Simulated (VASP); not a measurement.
# SnSe2 (P-3m1) in VASP: a series of runs

Runs on SnSe2. Level: r2SCAN. Tasks: relaxation of cell and atoms.

All numbers are computed with VASP 6.6.1; they aren't measurements. Logs are shortened: lines on timing, memory, paths and dates and some standing lists are left out, and cuts for length are marked.

### Step 1. The crystal as given

Symmetry: P-3m1, No. 164, trigonal system. The conventional cell has a = 3.811 Å, b = 3.811 Å, c = 6.136 Å, α = 90.00°, β = 90.00°, γ = 120.00°. Sn (site symmetry -3m) has 6 Se at 2.68 Å as nearest neighbours. Se (site symmetry 3m) has 3 Sn at 2.68 Å as nearest neighbours.

### Step 2. Relaxation of cell and atoms, r2SCAN, target pressure 5.1 GPa, at which the enthalpy is minimised

INCAR reads:

```
ALGO = Normal
EDIFF = 1E-6
EDIFFG = -0.01
ENCUT = 600
IBRION = 2
ISIF = 3
ISMEAR = 0
LASPH = T
LCHARG = F
LMIXTAU = T
LREAL = F
LWAVE = F
METAGGA = R2SCAN
NELM = 80
NSW = 90
PREC = Accurate
PSTRESS = 51.0
SIGMA = 0.03
```

KPOINTS reads:

```
k-points
0
Gamma
  9 9 5
```

POSCAR reads:

```
SnSe2
1.0
    3.8110000000      0.0000000000      0.0000000000
   -1.9055000000      3.3004228138      0.0000000000
    0.0000000000      0.0000000000      6.1360000000
Sn Se
1 2
Direct
    0.0000000000      0.0000000000      0.0000000000
    0.3333333333      0.6666666667      0.2490000000
    0.6666666667      0.3333333333      0.7510000000
```

Potentials or basis: VASP PAW PBE potentials, release 64 (Sn_d, Se).

Launch:

```
$ cat potpaw_PBE.64/Sn_d/POTCAR potpaw_PBE.64/Se/POTCAR > POTCAR
$ mpirun -np 1 vasp_std > vasp.out
```

OUTCAR:

```text
EDIFF = 1E-6
   EDIFFG = -0.01
   ENCUT = 600
   IBRION = 2
   ISIF = 3
   ISMEAR = 0
   LASPH = T
   LREAL = F
   METAGGA = R2SCAN
   NELM = 80
   NSW = 90
   PREC = Accurate
   PSTRESS = 51.0

 ion  position               nearest neighbor table
   1  0.000  0.000  0.000-   2 2.68   3 2.68   2 2.68   3 2.68   3 2.68   2 2.68
   2  0.333  0.667  0.249-   1 2.68   1 2.68   1 2.68
   3  0.667  0.333  0.751-   1 2.68   1 2.68   1 2.68

  LATTYP: Found a hexagonal cell.
 ALAT       =     3.8110000000
 C/A-ratio  =     1.6100760955

  Lattice vectors:

 A1 = (   3.8110000000,   0.0000000000,   0.0000000000)
 A2 = (  -1.9055000000,   3.3004228138,   0.0000000000)
 A3 = (   0.0000000000,   0.0000000000,   6.1360000000)

Analysis of symmetry for initial positions (statically):
=====================================================================
 Subroutine PRICEL returns:
 Original cell was already a primitive cell.

 Routine SETGRP: Setting up the symmetry group for a
 hexagonal supercell.

 Subroutine GETGRP returns: Found 12 space group operations
 (whereof 12 operations were pure point group operations)
 out of a pool of 24 trial point group operations.

The static configuration has the point symmetry D_3d.

Analysis of symmetry for dynamics (positions and initial velocities):
=====================================================================
 Subroutine PRICEL returns:
 Original cell was already a primitive cell.

 Routine SETGRP: Setting up the symmetry group for a
 hexagonal supercell.

 Subroutine GETGRP returns: Found 12 space group operations
 (whereof 12 operations were pure point group operations)
 out of a pool of 24 trial point group operations.

The dynamic configuration has the point symmetry D_3d.

 Subroutine INISYM returns: Found 12 space group operations
 (whereof 12 operations are pure point group operations),
 and found     1 'primitive' translations

----------------------------------------------------------------------------------------

                                     Primitive cell

  volume of cell :      77.1781

  direct lattice vectors                    reciprocal lattice vectors
[... 106 lines left out ...]
   IALGO  =     38    algorithm
   IMIX   =      4    mixing-type and parameters
     AMIX     =   0.40;   BMIX     =  1.00
     AMIX_MAG =   1.60;   BMIX_MAG =  1.00
  volume/ion in A,a.u.               =      25.73       173.61
  Fermi-wavevector in a.u.,A,eV,Ry     =   1.139116  2.152617 17.654722  1.297585
  Thomas-Fermi vector in A             =   2.275820
   LORBIT       =      0    0 simple, 1 ext, 2 COOP (PROOUT), +10 PAW based schemes
   METAGGA = R2SCAN    functional components
   LHFCALC =     F    Hartree Fock is set to
   AEXX    =    0.0000 exact exchange contribution
   IVDW    =     0    specifies the selected vdW correction
   LEPSILON=     F    determine dielectric tensor
   LRPA    =     F    only Hartree local field effects (RPA)
 conjugate gradient relaxation of ions
 non-spin polarized calculation
 Gauss-broadening in eV      SIGMA  =   0.03
  energy-cutoff  :      600.00
  volume of cell :       77.18
 maximum number of plane-waves:      2605
   NGX = 15   NGY = 15   NGZ = 25

--------------------------------------- Ionic step        1  -------------------------------------------

 number of electron      25.9999991 magnetization

 Free energy of the ion-electron system (eV)
  ---------------------------------------------------
  ext. energy  EPLUGINS =         0.00000000
  ---------------------------------------------------
  free energy    TOTEN  =       -54.58685740 eV

  energy without entropy =      -54.58685740  energy(sigma->0) =      -54.58685740

------------------------ aborting loop because EDIFF is reached ----------------------------------------

  FORCE on cell =-STRESS in cart. coord.  units (eV):
  Direction    XX          YY          ZZ          XY          YZ          ZX
  --------------------------------------------------------------------------------------
  -------------------------------------------------------------------------------------
  Total        1.5184934      1.5184934      2.2419490      0.0000000      0.0000000      0.0000000
  in kB       31.5231505     31.5231505     46.5417200      0.0000000      0.0000000      0.0000000
  external PRESSURE =     -14.4706597 kB  Pullay stress =      51.0000000 kB
[... 100 lines left out ...]
  energy  without entropy=      -54.5112912669  energy(sigma->0) =      -54.51129127

  enthalpy is  TOTEN    =       -52.1713488661 eV   P V=        2.3399424008

[... ionic steps 4 to 8 ...]

--------------------------------------- Ionic step        9  -------------------------------------------

 number of electron      26.0000001 magnetization

------------------------ aborting loop because EDIFF is reached ----------------------------------------
[... 73 lines left out ...]
--------------------------------------- Ionic step       11  -------------------------------------------

 number of electron      26.0000001 magnetization

 Free energy of the ion-electron system (eV)
  ---------------------------------------------------
  ext. energy  EPLUGINS =         0.00000000
  ---------------------------------------------------
  free energy    TOTEN  =       -54.50229080 eV

  energy without entropy =      -54.50229080  energy(sigma->0) =      -54.50229080

 E-fermi :   5.1872     XC(G=0): -10.4676

 val. band max:        5.0191687332   @ k =   0.1111  -0.0000   0.0000
 cond. band min:       5.6898781606   @ k =   0.0000   0.4444   0.4000
 fundamental gap:      0.6707094274
 Fermi energy:         5.1871610806

 k-point     1 :       0.0000    0.0000    0.0000
  band No.  band energies     occupation
      1     -17.2167      2.00000
      2     -17.2167      2.00000
      3     -17.1538      2.00000
      4     -17.1436      2.00000
      5     -17.1436      2.00000
      6      -9.9771      2.00000
[... 457 lines left out ...]
      4     -17.1389      2.00000
      5     -17.1244      2.00000
      6      -9.0096      2.00000
[... 9 lines left out ...]
     16      10.4786      0.00000
     17      11.9724      0.00000

 [... further k-points ...]

------------------------ aborting loop because EDIFF is reached ----------------------------------------

  FORCE on cell =-STRESS in cart. coord.  units (eV):
  Direction    XX          YY          ZZ          XY          YZ          ZX
  --------------------------------------------------------------------------------------
  -------------------------------------------------------------------------------------
  Total        2.2807259      2.2807259      2.2734634      0.0000000      0.0000000      0.0000000
  in kB       50.9536730     50.9536730     50.7914222      0.0000000      0.0000000      0.0000000
  external PRESSURE =      -0.1004106 kB  Pullay stress =      51.0000000 kB
[... 22 lines left out ...]
  energy  without entropy=      -54.5022908034  energy(sigma->0) =      -54.50229080

  enthalpy is  TOTEN    =       -52.2194913145 eV   P V=        2.2827994889

 reached required accuracy - stopping structural energy minimisation
```

OSZICAR:

```text
N       E                     dE             d eps       ncg     rms          rms(c)
DAV:   1     0.163803251826E+03    0.16380E+03   -0.13892E+04  1700   0.196E+03
[... 115 lines left out ...]
DAV:   1    -0.545024613440E+02    0.23346E-02   -0.67661E-03  2172   0.122E+00    0.854E-02
DAV:   2    -0.545023294460E+02    0.13190E-03   -0.41161E-04  2241   0.324E-01    0.401E-02
DAV:   3    -0.545022782119E+02    0.51234E-04   -0.12884E-04  2286   0.185E-01    0.965E-03
DAV:   4    -0.545022851711E+02   -0.69592E-05   -0.27173E-05  1733   0.495E-02    0.445E-03
DAV:   5    -0.545022878320E+02   -0.26609E-05   -0.71548E-06  1719   0.260E-02    0.258E-03
DAV:   6    -0.545022900813E+02   -0.22493E-05   -0.26695E-06  1719   0.163E-02    0.138E-03
DAV:   7    -0.545022908034E+02   -0.72214E-06   -0.34843E-07   866   0.694E-03
  11 F= -.52219491E+02 E0= -.52219491E+02  d E =-.366280E-04
```

Wall time 16 min (1 thread of Intel Xeon 6975P-C (Granite Rapids), shared host); peak memory 0.28 GiB.

What came out:

| Property | Result |
| --- | --- |
| Free energy | -54.5023 eV |
| Relaxed volume | 23.90 Å³/atom |
| Relaxed cell | a = 3.771 Å, b = 3.771 Å, c = 5.822 Å, α = 90.00°, β = 90.00°, γ = 120.00° |
| Space group after relaxing (to 0.05 Å) | P-3m1 (No. 164) |
| Energy change on relaxing (the enthalpy is what falls) | +28.2 meV/atom |
| Ionic steps | 11 |
| Pressure after relaxing | 5.1 GPa |
| Largest force after relaxing | 0.004 eV/Å |
| Band gap on the k mesh | 0.67 eV, indirect (least direct gap 1.37 eV) |

Forces in eV/Å, atoms in the order of the input:
```
Sn   0.000  0.000  0.000
Se   0.000  0.000  0.004
Se   0.000  0.000 -0.004
```

The path:
```csv
step,energy change (eV),largest force (eV/Å),pressure (GPa),volume (Å³)
1,0.0000,0.5337,3.65,77.18
2,0.0443,0.5085,5.56,74.61
3,0.0756,0.4948,6.47,73.51
4,0.0518,0.0649,4.84,73.67
5,0.0510,0.0112,4.63,73.69
6,0.0546,0.0168,4.72,73.17
7,0.0741,0.0207,5.04,72.09
8,0.0882,0.0186,5.23,71.60
9,0.0868,0.0185,5.19,71.65
10,0.0821,0.0142,4.96,71.79
11,0.0846,0.0037,5.09,71.71
```

Final structure:
```
Sn Se
1.0
     3.77150    0.00000    0.00000
    -1.88575    3.26621    0.00000
     0.00000    0.00000    5.82170
Sn Se
1 2
Direct
  0.00000 0.00000 0.00000
  0.33333 0.66667 0.26986
  0.66667 0.33333 0.73014
```

Caveat: the cell is relaxed towards a set pressure, so the enthalpy falls and the energy may rise; the PAW data sets were made with another functional, which shifts forces and pressure a little; spin-orbit coupling is left out, which moves the levels of the heavy elements; an odd mesh through Γ misses points on the zone boundary, where band edges often lie.

### Step 3. Relaxation of cell and atoms, r2SCAN, target pressure 5.1 GPa, at which the enthalpy is minimised

This run uses another cell than the first one, of 23.90 Å³/atom, 0.929 times its volume.

INCAR, as its differences from that of step 2:

```diff
@@ -1,4 +1,4 @@
 ALGO = Normal
-EDIFF = 1E-6
-EDIFFG = -0.01
+EDIFF = 1E-7
+EDIFFG = -0.005
 ENCUT = 600
```

KPOINTS is that of step 2.

POSCAR reads:

```
SnSe2                                   
1.0
    3.7714986158      0.0000000000     -0.0000000000
   -1.8857493079      3.2662136116     -0.0000000000
    0.0000000000      0.0000000000      5.8216975071
  Sn              Se            
     1     2
Direct
     0.0000000000000000    0.0000000000000000    0.0000000000000000
     0.3333333332999970    0.6666666667000030    0.2698564498015409
     0.6666666667000030    0.3333333332999970    0.7301435501984590
```

Potentials or basis: VASP PAW PBE potentials, release 64 (Sn_d, Se).

Launch:

```
$ cat potpaw_PBE.64/Sn_d/POTCAR potpaw_PBE.64/Se/POTCAR > POTCAR
$ mpirun -np 1 vasp_std > vasp.out
```

It took 2.8 min on 1 thread of Intel Xeon 6975P-C (Granite Rapids), shared host; peak memory 0.26 GiB.

It converged, with:

* Free energy: -54.5013 eV
* Pressure after relaxing: 5.1 GPa
* Largest force after relaxing: 0.004 eV/Å
* Band gap on the k mesh: 0.67 eV, indirect (least direct gap 1.37 eV)

Forces on the atoms (eV/Å):
```
Sn   0.000  0.000  0.000
Se   0.000  0.000  0.004
Se   0.000  0.000 -0.004
```

Final structure:
```yaml
crystal:
  lattice:
    - [3.77150, 0.00000, 0.00000]
    - [-1.88575, 3.26621, 0.00000]
    - [0.00000, 0.00000, 5.82170]
  atoms:
    - { symbol: Sn, position: [0.00000, 0.00000, 0.00000] }
    - { symbol: Se, position: [0.33333, 0.66667, 0.26986] }
    - { symbol: Se, position: [0.66667, 0.33333, 0.73014] }
```

Levels at points of the mesh, in eV from the valence-band top:
```
           k point  band 10  band 11  band 12  band 13  band 14  band 15  band 16  band 17
(0.00, 0.00, 0.00)    -0.90    -0.76    -0.76    -0.08     1.29     3.34     4.92     4.92
```

Caveat: the relaxation stopped at its first step, so nothing moved; the cell is relaxed towards a set pressure, so the enthalpy falls and the energy may rise; the PAW data sets were made with another functional, which shifts forces and pressure a little; spin-orbit coupling is left out, which moves the levels of the heavy elements; an odd mesh through Γ misses points on the zone boundary, where band edges often lie.
